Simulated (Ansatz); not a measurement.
## Ti at several levels of theory

One geometry, relaxed with PBE, and single points on it; plane waves with PAW potentials in Ansatz, scalar-relativistic unless the row names spin-orbit coupling. No spin polarisation. Meshes are on the primitive cell of 1 atom. Gaps are the least over mesh and band path; pressure is positive in compression. Smearing is Gaussian, 0.10 eV.

```cif
data_structure
_symmetry_space_group_name_H-M 'Im-3m'
_symmetry_Int_Tables_number 229
_cell_length_a 3.2555
_cell_length_b 3.2555
_cell_length_c 3.2555
_cell_angle_alpha 90.000
_cell_angle_beta 90.000
_cell_angle_gamma 90.000
_cell_volume 34.50
loop_
_atom_site_label
_atom_site_type_symbol
_atom_site_symmetry_multiplicity
_atom_site_Wyckoff_symbol
_atom_site_fract_x
_atom_site_fract_y
_atom_site_fract_z
_atom_site_occupancy
Ti1 Ti 2 a 0.00000 0.00000 0.00000 1
```

```
level cutoff (eV) k mesh gap (eV) pressure (GPa) rough cost with bands (core-min)
  PBE          420  18×18×18         0             0.0                              0.18
```

**Question.** What do r2SCAN, LDA give on the same cell?

**Answer.**
```
 level cutoff (eV) k mesh gap (eV) pressure (GPa) rough cost with bands (core-min)
r2SCAN          500  18×18×18         0            -0.4                               0.3
   LDA          420  18×18×18         0            -8.8                              0.18
```

This bcc form isn't the element's structure at ambient conditions.